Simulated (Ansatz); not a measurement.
# Ge25S24: course of a relaxation

Theory: DFT PBE, scalar-relativistic, plane waves, PAW in Ansatz 0.2.0. Run with 420 eV cutoff, 2×2×2 k-mesh, shifted by half a step, Gaussian smearing of 0.01 eV, no spin polarisation.

What was changed: Ge interstitial, charge +0, atoms relaxed at the host's cell.

In a supercell of 49 atoms the defect feels its periodic images.

Spin polarisation was left out.

Command:

```bash
ansatz run input.yaml --threads 4 --pin off --max-ram 10240MiB --backend cpu --events-out ev --progress --plain --runs-dir out
```

Input:

```yaml
crystal:
  lattice:
    - [0.0, 0.0, -8.9164874949]
    - [-10.785411402, 0.0, 0.0]
    - [0.0, 10.9944601446, 0.0]
  atoms:
    - { symbol: Ge, position: [0.3177420161, 0.1259667877, 0.0833333333] }
    - { symbol: Ge, position: [0.8177420161, 0.1259667877, 0.0833333333] }
    - { symbol: Ge, position: [0.3177420161, 0.1259667877, 0.4166666667] }
    - { symbol: Ge, position: [0.8177420161, 0.1259667877, 0.4166666667] }
    - { symbol: Ge, position: [0.3177420161, 0.1259667877, 0.75] }
    - { symbol: Ge, position: [0.8177420161, 0.1259667877, 0.75] }
    - { symbol: Ge, position: [0.1822579839, 0.8740332123, 0.25] }
    - { symbol: Ge, position: [0.6822579839, 0.8740332123, 0.25] }
    - { symbol: Ge, position: [0.1822579839, 0.8740332123, 0.5833333333] }
    - { symbol: Ge, position: [0.6822579839, 0.8740332123, 0.5833333333] }
    - { symbol: Ge, position: [0.1822579839, 0.8740332123, 0.9166666667] }
    - { symbol: Ge, position: [0.6822579839, 0.8740332123, 0.9166666667] }
    - { symbol: Ge, position: [0.0677420161, 0.3740332123, 0.25] }
    - { symbol: Ge, position: [0.5677420161, 0.3740332123, 0.25] }
    - { symbol: Ge, position: [0.0677420161, 0.3740332123, 0.5833333333] }
    - { symbol: Ge, position: [0.5677420161, 0.3740332123, 0.5833333333] }
    - { symbol: Ge, position: [0.0677420161, 0.3740332123, 0.9166666667] }
    - { symbol: Ge, position: [0.5677420161, 0.3740332123, 0.9166666667] }
    - { symbol: Ge, position: [0.4322579839, 0.6259667877, 0.0833333333] }
    - { symbol: Ge, position: [0.9322579839, 0.6259667877, 0.0833333333] }
    - { symbol: Ge, position: [0.4322579839, 0.6259667877, 0.4166666667] }
    - { symbol: Ge, position: [0.9322579839, 0.6259667877, 0.4166666667] }
    - { symbol: Ge, position: [0.4322579839, 0.6259667877, 0.75] }
    - { symbol: Ge, position: [0.9322579839, 0.6259667877, 0.75] }
    - { symbol: S, position: [0.2487165737, 0.3470718642, 0.0833333333] }
    - { symbol: S, position: [0.7487165737, 0.3470718642, 0.0833333333] }
    - { symbol: S, position: [0.2487165737, 0.3470718642, 0.4166666667] }
    - { symbol: S, position: [0.7487165737, 0.3470718642, 0.4166666667] }
    - { symbol: S, position: [0.2487165737, 0.3470718642, 0.75] }
    - { symbol: S, position: [0.7487165737, 0.3470718642, 0.75] }
    - { symbol: S, position: [0.2512834263, 0.6529281358, 0.25] }
    - { symbol: S, position: [0.7512834263, 0.6529281358, 0.25] }
    - { symbol: S, position: [0.2512834263, 0.6529281358, 0.5833333333] }
    - { symbol: S, position: [0.7512834263, 0.6529281358, 0.5833333333] }
    - { symbol: S, position: [0.2512834263, 0.6529281358, 0.9166666667] }
    - { symbol: S, position: [0.7512834263, 0.6529281358, 0.9166666667] }
    - { symbol: S, position: [0.4987165737, 0.1529281358, 0.25] }
    - { symbol: S, position: [0.9987165737, 0.1529281358, 0.25] }
    - { symbol: S, position: [0.4987165737, 0.1529281358, 0.5833333333] }
    - { symbol: S, position: [0.9987165737, 0.1529281358, 0.5833333333] }
    - { symbol: S, position: [0.4987165737, 0.1529281358, 0.9166666667] }
    - { symbol: S, position: [0.9987165737, 0.1529281358, 0.9166666667] }
    - { symbol: S, position: [0.0012834263, 0.8470718642, 0.0833333333] }
    - { symbol: S, position: [0.5012834263, 0.8470718642, 0.0833333333] }
    - { symbol: S, position: [0.0012834263, 0.8470718642, 0.4166666667] }
    - { symbol: S, position: [0.5012834263, 0.8470718642, 0.4166666667] }
    - { symbol: S, position: [0.0012834263, 0.8470718642, 0.75] }
    - { symbol: S, position: [0.5012834263, 0.8470718642, 0.75] }
    - { symbol: Ge, position: [0.925, 0.9545454545, 0.25] }
  host:
    lattice:
      - [10.785411402, 0.0, 0.0]
      - [0.0, 3.6648200482, 0.0]
      - [0.0, 0.0, 4.4582437474]
    atoms:
      - { symbol: Ge, position: [0.8740332123, 0.25, 0.3645159678] }
      - { symbol: Ge, position: [0.1259667877, 0.75, 0.6354840322] }
      - { symbol: Ge, position: [0.6259667877, 0.75, 0.8645159678] }
      - { symbol: Ge, position: [0.3740332123, 0.25, 0.1354840322] }
      - { symbol: S, position: [0.6529281358, 0.25, 0.5025668526] }
      - { symbol: S, position: [0.3470718642, 0.75, 0.4974331474] }
      - { symbol: S, position: [0.8470718642, 0.75, 0.0025668526] }
      - { symbol: S, position: [0.1529281358, 0.25, 0.9974331474] }
basis:
  ecutwfc: 420
  xc_grid: 2
kpoints:
  mp_grid: { grid: [2, 2, 2], shift: [0.5, 0.5, 0.5] }
hamiltonian:
  xc: pbe
scf:
  occupations: { method: gaussian, width: 0.01 }
output:
  forces: true
  stress: false
  eigenvalues: true
  charged_corrections:
    defect_position: [0.925, 0.95454545, 0.25]
    epsilon: [[17.1994, 0.0, 0.0], [0.0, 22.2268, 0.0], [0.0, 0.0, 18.1313]]
  write_density: true
  write_potential: true
  elf: true
  volumetric_format: npy
relax:
  adjacent_minimum: "off"
  f_tol: 0.025
  max_steps: 45
```

F is the free energy.

Steps:

```
step F − F(1) (eV) largest force component (eV/Å)
   1         0.0000                           2.736
   2        -1.7029                           1.185
   3        -2.1246                           0.760
   4        -2.2849                           0.291
   5        -2.3502                           0.317
   6        -2.4556                           0.293
   7        -2.6538                           0.336
   8        -2.7902                           0.264
   9        -2.8571                           0.130
  10        -2.8390                           0.119
  11        -2.8790                           0.046
  12        -2.8743                           0.106
  13        -2.8816                           0.035
  14        -2.8824                           0.017
```

Relaxed structure:

```xyz
49
Lattice="0.0000 0.0000 -8.9165 -10.7854 0.0000 0.0000 0.0000 10.9945 0.0000" Properties=species:S:1:pos:R:3 pbc="T T T"
Ge   -1.4298    0.9509   -2.8706
Ge   -1.5038    0.9499   -7.2583
Ge   -1.4298    4.5464   -2.8706
Ge   -1.5038    4.5474   -7.2583
Ge   -1.3262    8.2458   -2.7887
Ge   -1.3417    8.2458   -7.3011
Ge   -9.7412    2.7486   -2.6175
Ge   -9.3666    2.7486   -6.0984
Ge   -9.2885    6.4137   -1.5691
Ge   -9.3142    6.5319   -6.1024
Ge   -9.2885   10.0780   -1.5691
Ge   -9.3142    9.9598   -6.1024
Ge   -4.3677    2.7486   -0.7354
Ge   -4.1680    2.7486   -5.0379
Ge   -4.0582    6.4225   -0.6024
Ge   -4.0669    6.4589   -4.9966
Ge   -4.0582   10.0692   -0.6024
Ge   -4.0669   10.0328   -4.9966
Ge   -6.7396    0.9080   -3.8640
Ge   -6.6002    0.8528   -8.1768
Ge   -6.7396    4.5892   -3.8640
Ge   -6.6002    4.6444   -8.1768
Ge   -6.6887    8.2458   -3.8015
Ge   -6.6071    8.2458   -8.2434
S    -3.8105    0.9003   -2.2622
S    -3.8512    0.8729   -6.6129
S    -3.8105    4.5969   -2.2622
S    -3.8512    4.6244   -6.6129
S    -3.7271    8.2458   -2.2014
S    -3.7194    8.2458   -6.6481
S    -7.2993    2.7486   -2.3200
S    -6.9785    2.7486   -6.6292
S    -6.9342    6.3811   -2.1906
S    -6.8885    6.4930   -6.5587
S    -6.9342   10.1106   -2.1906
S    -6.8885    9.9987   -6.5587
S    -1.7677    2.7486   -4.4984
S    -2.0759    2.7486   -8.8396
S    -1.6456    6.4104   -4.4170
S    -1.6743    6.3827   -8.8951
S    -1.6456   10.0813   -4.4170
S    -1.6743   10.1090   -8.8951
S    -8.9642    0.6327    0.2833
S    -9.1164    0.8114   -4.4868
S    -8.9642    4.8645    0.2833
S    -9.1164    4.6858   -4.4868
S    -9.0130    8.2458    0.0000
S    -9.0647    8.2458   -4.3419
Ge  -10.1205    2.7486   -8.9805
```

The run converged. Time: 5.7 min on 4 threads of Intel(R) Xeon(R) Platinum 8488C (Sapphire Rapids) (shared host), peak memory 3.1 GiB.